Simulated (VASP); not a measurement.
# P (Im-3m) in VASP: notebook

The runs below take P through single point, with PBE+D3(BJ).

Everything below comes from runs of VASP 6.6.1. Logs are shortened: lines on timing, memory, paths and dates and some standing lists are left out, and cuts for length are marked.

## 1. The structure

The structure is cubic, space group Im-3m (No. 229). The conventional cell has a = 3.224 Å, b = 3.224 Å, c = 3.224 Å, α = 90.00°, β = 90.00°, γ = 90.00°. P (site symmetry m-3m) has 8 P at 2.79 Å as nearest neighbours.

The cell was built by a generator and needn't be a form met in nature.

## 2. Single point, PBE+D3(BJ)

The input, INCAR:

```
ALGO     = Fast           # electronic algorithm
EDIFF    = 1E-6           # SCF threshold, eV
ENCUT    = 520            # plane-wave cutoff, eV
GGA      = PE             # functional
ISIF     = 2              # what is computed and relaxed
ISMEAR   = 0              # smearing method
IVDW     = 12             # dispersion correction
LASPH    = T              # aspherical terms in the spheres
LCHARG   = F              # write CHGCAR
LREAL    = F              # projectors in reciprocal space
LWAVE    = F              # write WAVECAR
NBANDS   = 8              # bands
NELM     = 100            # most SCF steps
PREC     = Accurate       # precision mode
SIGMA    = 0.05           # smearing width, eV
```

The input, KPOINTS:

```
k-points
0
Gamma
  20 20 20
```

The input, POSCAR:

```
P
1.0
   -1.6117973500      1.6117973500      1.6117973500
    1.6117973500     -1.6117973500      1.6117973500
    1.6117973500      1.6117973500     -1.6117973500
P
1
Direct
    0.0000000000      0.0000000000      0.0000000000
```

Potentials or basis: VASP PAW PBE potentials, release 64 (P).

Started as:

```
> cat potpaw_PBE.64/P/POTCAR > POTCAR
> mpirun -np 1 vasp_std > vasp.out
```

OUTCAR:

```text
EDIFF = 1E-6
   ENCUT = 520
   GGA = PE
   ISIF = 2
   ISMEAR = 0
   IVDW = 12
   LASPH = T
   LREAL = F
   NELM = 100
   PREC = Accurate
 IVDW          = 12

 ion  position               nearest neighbor table
   1  0.000  0.000  0.000-

  LATTYP: Found a body centered cubic cell.
 ALAT       =     3.2235947000

  Lattice vectors:

 A1 = (  -1.6117973500,   1.6117973500,   1.6117973500)
 A2 = (   1.6117973500,  -1.6117973500,   1.6117973500)
 A3 = (   1.6117973500,   1.6117973500,  -1.6117973500)

Analysis of symmetry for initial positions (statically):
=====================================================================
 Subroutine PRICEL returns:
 Original cell was already a primitive cell.

 Routine SETGRP: Setting up the symmetry group for a
 body centered cubic supercell.

 Subroutine GETGRP returns: Found 48 space group operations
 (whereof 48 operations were pure point group operations)
 out of a pool of 48 trial point group operations.

The static configuration has the point symmetry O_h .

Analysis of symmetry for dynamics (positions and initial velocities):
=====================================================================
 Subroutine PRICEL returns:
 Original cell was already a primitive cell.

 Routine SETGRP: Setting up the symmetry group for a
 body centered cubic supercell.

 Subroutine GETGRP returns: Found 48 space group operations
 (whereof 48 operations were pure point group operations)
 out of a pool of 48 trial point group operations.

The dynamic configuration has the point symmetry O_h .

 Subroutine INISYM returns: Found 48 space group operations
 (whereof 48 operations are pure point group operations),
 and found     1 'primitive' translations

----------------------------------------------------------------------------------------

                                     Primitive cell

  volume of cell :      16.7491

  direct lattice vectors                    reciprocal lattice vectors
    -1.611797350  1.611797350  1.611797350     0.000000000  0.310212695  0.310212695
     1.611797350 -1.611797350  1.611797350     0.310212695  0.000000000  0.310212695
     1.611797350  1.611797350 -1.611797350     0.310212695  0.310212695  0.000000000

  length of vectors
     2.791714902  2.791714902  2.791714902     0.438707001  0.438707001  0.438707001

  position of ions in fractional coordinates (direct lattice)
     0.000000000  0.000000000  0.000000000

  ion indices of the primitive-cell ions
   primitive index   ion index
                 1           1

----------------------------------------------------------------------------------------

 KPOINTS: k-points

Automatic generation of k-mesh.
 Grid dimensions read from file:
 generate k-points for:   20   20   20

 Generating k-lattice:

  Cartesian coordinates                     Fractional coordinates (reciprocal lattice)
     0.000000000  0.015510635  0.015510635     0.050000000  0.000000000  0.000000000
     0.015510635  0.000000000  0.015510635     0.000000000  0.050000000  0.000000000
     0.015510635  0.015510635  0.000000000     0.000000000  0.000000000  0.050000000

  Length of vectors
     0.021935350  0.021935350  0.021935350

  Shift w.r.t. Gamma in fractional coordinates (k-lattice)
     0.000000000  0.000000000  0.000000000

 Subroutine IBZKPT returns following result:
 ===========================================

 Found    256 irreducible k-points:

 Following reciprocal coordinates:
            Coordinates               Weight
  0.000000  0.000000  0.000000      1.000000
  0.050000  0.000000  0.000000     12.000000
  0.100000  0.000000  0.000000     12.000000
  0.150000  0.000000  0.000000     12.000000
  0.200000  0.000000  0.000000     12.000000
  0.250000  0.000000  0.000000     12.000000
[... 16 lines left out ...]
  0.200000  0.100000  0.000000     48.000000
  0.250000  0.100000  0.000000     48.000000
 [... further k-points ...]
   k-points           NKPTS =    256   k-points in BZ     NKDIM =    256   number of bands    NBANDS=      8
   number of dos      NEDOS =    301   number of ions     NIONS =      1
   total plane-waves  NPLWV =  13824
   dimension x,y,z NGX =    24 NGY =   24 NGZ =   24
   dimension x,y,z NGXF=    48 NGYF=   48 NGZF=   48
   ions per type =               1
   NGX,Y,Z   is equivalent  to a cutoff of  14.29, 14.29, 14.29 a.u.
   NGXF,Y,Z  is equivalent  to a cutoff of  28.58, 28.58, 28.58 a.u.
 SYSTEM =  unknown system
   PREC   = accura    normal or accurate (medium, high low for compatibility)
   ISTART =      0    job   : 0-new  1-cont  2-samecut
   ICHARG =      2    charge: 1-file 2-atom 10-const
   ISPIN  =      1    spin polarized calculation?
   LNONCOLLINEAR =      F non collinear calculations
   LSORBIT =      F    spin-orbit coupling
   LASPH  =      T    aspherical Exc in radial PAW
   ENCUT  =  520.0 eV  38.22 Ry    6.18 a.u.   5.19  5.19  5.19*2*pi/ulx,y,z
   NELM   =    100;   NELMIN=  2; NELMDL= -5     # of ELM steps
   EDIFF  = 0.1E-05   stopping-criterion for ELM
   LREAL  =      F    real-space projection
   EDIFFG = 0.1E-04   stopping-criterion for IOM
   NSW    =      0    number of steps for IOM
   IBRION =     -1    ionic relax: 0-MD 1-quasi-New 2-CG
   NFREE  =      0    steps in history (QN), initial steepest desc. (CG)
   ISIF   =      2    stress and relaxation
   ISYM   =      2    0-nonsym 1-usesym 2-fastsym
   POTIM  = 0.5000    time-step for ionic-motion
   TEBEG  =    0.0;   TEEND  =   0.0 temperature during run
   PSTRESS=    0.0 pullay stress
   NELECT =       5.0000    total number of electrons
   NUPDOWN=      -1.0000    fix difference up-down
   EMIN   =  10.00;   EMAX   =-10.00  energy-range for DOS
   EFERMI =   0.00;   METHOD = LEGACY
   ISMEAR =     0;   SIGMA  =   0.05  broadening in eV -4-tet -1-fermi 0-gaus
   EFERMI_NEDOS =   21; number of points for ismear=-14 and -15
   IALGO  =     68    algorithm
   IMIX   =      4    mixing-type and parameters
     AMIX     =   0.40;   BMIX     =  1.00
     AMIX_MAG =   1.60;   BMIX_MAG =  1.00
  volume/ion in A,a.u.               =      16.75       113.03
  Fermi-wavevector in a.u.,A,eV,Ry     =   1.094127  2.067600 16.287723  1.197114
  Thomas-Fermi vector in A             =   2.230426
   LORBIT       =      0    0 simple, 1 ext, 2 COOP (PROOUT), +10 PAW based schemes
   GGA     = PE    functional components
   LHFCALC =     F    Hartree Fock is set to
   AEXX    =    0.0000 exact exchange contribution
   IVDW    =    12    specifies the selected vdW correction
   LEPSILON=     F    determine dielectric tensor
   LRPA    =     F    only Hartree local field effects (RPA)
 non-spin polarized calculation
 RMM-DIIS sequential band-by-band and
 Gauss-broadening in eV      SIGMA  =   0.05
  energy-cutoff  :      520.00
  volume of cell :       16.75
 maximum number of plane-waves:       466
 NGX is ok and might be reduce to    24
   NGX = 11   NGY = 11   NGZ = 11

 number of electron       4.9999999 magnetization

 Free energy of the ion-electron system (eV)
  ---------------------------------------------------
  ext. energy  EPLUGINS =         0.00000000
  ---------------------------------------------------
  free energy    TOTEN  =        -4.57668158 eV

  energy without entropy =       -4.57599544  energy(sigma->0) =       -4.57633851

 E-fermi :   7.7426     XC(G=0): -10.8597

 val. band max:        7.7390760960   @ k =   0.3000   0.1000   0.1000
 cond. band min:       7.7532986897   @ k =   0.2000   0.1500   0.1000
 fundamental gap:      0.0142225937
 Fermi energy:         7.7425690422

 k-point     1 :       0.0000    0.0000    0.0000
  band No.  band energies     occupation
      1      -7.0725      2.00000
      2      13.4921      0.00000
      3      13.4921      0.00000
      4      13.4921      0.00000
      5      19.3606      0.00000
      6      19.3606      0.00000
      7      19.3606      0.00000
      8      22.9135      0.00000

 k-point     2 :       0.0500    0.0000    0.0000
  band No.  band energies     occupation
      1      -7.0066      2.00000
      2      13.0984      0.00000
      3      13.2988      0.00000
      4      13.4596      0.00000
      5      19.1696      0.00000
      6      19.3918      0.00000
      7      19.6723      0.00000
      8      22.4595      0.00000

 k-point     3 :       0.1000    0.0000    0.0000
  band No.  band energies     occupation
      1      -6.8093      2.00000
      2      12.0682      0.00000
      3      12.8182      0.00000
      4      13.3646      0.00000
      5      18.6814      0.00000
      6      19.2458      0.00000
      7      20.5073      0.00000
      8      21.9015      0.00000

 k-point     4 :       0.1500    0.0000    0.0000
  band No.  band energies     occupation
      1      -6.4816      2.00000
      2      10.6654      0.00000
      3      12.2186      0.00000
      4      13.2153      0.00000
      5      18.0528      0.00000
      6      18.6716      0.00000
      7      21.6938      0.00000
      8      21.8888      0.00000

 k-point     5 :       0.2000    0.0000    0.0000
  band No.  band energies     occupation
      1      -6.0258      2.00000
      2       9.0845      0.00000
      3      11.6118      0.00000
      4      13.0262      0.00000
      5      17.4022      0.00000
      6      17.9086      0.00000
      7      22.2567      0.00000
      8      22.6707      0.00000

 k-point     6 :       0.2500    0.0000    0.0000
  band No.  band energies     occupation
      1      -5.4455      2.00000
      2       7.4453      2.00000
      3      11.0561      0.00000
      4      12.8171      0.00000
      5      16.7972      0.00000
      6      17.1808      0.00000
      7      22.7996      0.00000
      8      22.9082      0.00000

 k-point     7 :       0.3000    0.0000    0.0000
  band No.  band energies     occupation
      1      -4.7475      2.00000
      2       5.8230      2.00000
      3      10.5806      0.00000
      4      12.6101      0.00000
      5      16.2747      0.00000
      6      16.5625      0.00000
      7      23.3236      0.00000
      8      23.4415      0.00000
[... 133 lines left out ...]
 k-point    20 :       0.4500    0.0500    0.0000
  band No.  band energies     occupation
      1      -1.8849      2.00000
      2       1.3340      2.00000
      3       9.4234      0.00000
      4      11.7919      0.00000
      5      15.5133      0.00000
      6      16.0331      0.00000
      7      25.0071      0.00000
      8      25.7034      0.00000

 k-point    21 :       0.1000    0.1000    0.0000
  band No.  band energies     occupation
      1      -6.2858      2.00000
      2      10.2143      0.00000
      3      11.7188      0.00000
      4      12.7534      0.00000
      5      18.1058      0.00000
      6      18.9293      0.00000
      7      21.2512      0.00000
      8      21.6849      0.00000

 k-point    22 :       0.1500    0.1000    0.0000
  band No.  band energies     occupation
      1      -5.8313      2.00000
      2       8.9213      0.00000
      3      10.8721      0.00000
      4      12.4423      0.00000
      5      17.6616      0.00000
      6      18.6353      0.00000
      7      21.3670      0.00000
      8      22.5276      0.00000

 k-point    23 :       0.2000    0.1000    0.0000
  band No.  band energies     occupation
      1      -5.2531      2.00000
      2       7.4469      2.00000
      3      10.1421      0.00000
      4      12.1398      0.00000
      5      17.1954      0.00000
      6      18.2617      0.00000
      7      21.6027      0.00000
      8      23.6521      0.00000

 k-point    24 :       0.2500    0.1000    0.0000
  band No.  band energies     occupation
      1      -4.5580      2.00000
      2       5.9101      2.00000
      3       9.5601      0.00000
      4      11.8539      0.00000
      5      16.7484      0.00000
      6      17.9368      0.00000
      7      21.9549      0.00000
      8      24.6977      0.00000

 [... further k-points ...]

------------------------ aborting loop because EDIFF is reached ----------------------------------------

 Edisp (eV)   -0.41642

 E8    (eV) :    -0.1561

  FORCE on cell =-STRESS in cart. coord.  units (eV):
  Direction    XX          YY          ZZ          XY          YZ          ZX
  --------------------------------------------------------------------------------------
  -------------------------------------------------------------------------------------
  Total      -1.64047    -1.64047    -1.64047     0.00000     0.00000    -0.00000
  in kB    -156.92318  -156.92318  -156.92318     0.00000     0.00000    -0.00000
  external pressure =     -156.92 kB  Pullay stress =        0.00 kB

 VOLUME and BASIS-vectors are now :
 -----------------------------------------------------------------------------
  energy-cutoff  :      520.00
  volume of cell :       16.75
      direct lattice vectors                 reciprocal lattice vectors
    -1.611797350  1.611797350  1.611797350     0.000000000  0.310212695  0.310212695
     1.611797350 -1.611797350  1.611797350     0.310212695  0.000000000  0.310212695
     1.611797350  1.611797350 -1.611797350     0.310212695  0.310212695  0.000000000

 POSITION                                       TOTAL-FORCE (eV/Angst)
 -----------------------------------------------------------------------------------
      0.00000      0.00000      0.00000         0.000000      0.000000      0.000000
 -----------------------------------------------------------------------------------
    total drift:                                0.000000     -0.000000     -0.000000

  FREE ENERGIE OF THE ION-ELECTRON SYSTEM (eV)
  ---------------------------------------------------
  free  energy   TOTEN  =        -4.9930986086 eV

  energy  without entropy=       -4.9924124720  energy(sigma->0) =       -4.99275554
```

It took 9.9 s on 1 thread of Intel Xeon 6975P-C (Granite Rapids), shared host; peak memory 0.16 GiB.

What came out:

```
Free energy                : -4.9931 eV
Pressure                   : -15.7 GPa
Band gap on the k mesh     : none (metal or under the smearing width)
Dispersion energy per atom : -0.416 eV
```

Levels at points of the mesh, in eV from the Fermi level:
| k point | band 1 | band 2 | band 3 | band 4 | band 5 | band 6 |
| --- | --- | --- | --- | --- | --- | --- |
| (0.00, 0.00, 0.00) | -14.82 | 5.75 | 5.75 | 5.75 | 11.62 | 11.62 |
| (0.50, 0.00, 0.00) | -9.55 | -6.61 | 1.96 | 4.42 | 7.56 | 7.70 |
| (0.50, 0.50, 0.50) | -5.26 | -2.21 | -2.21 | -2.21 | 3.19 | 3.19 |

Caveat: so large a pressure means that the cell lies far from this level's equilibrium, or that cutoff or potentials fall short; pairwise dispersion overbinds metals, which lowers pressure and volume.

(Continued in part 2 of 2.)
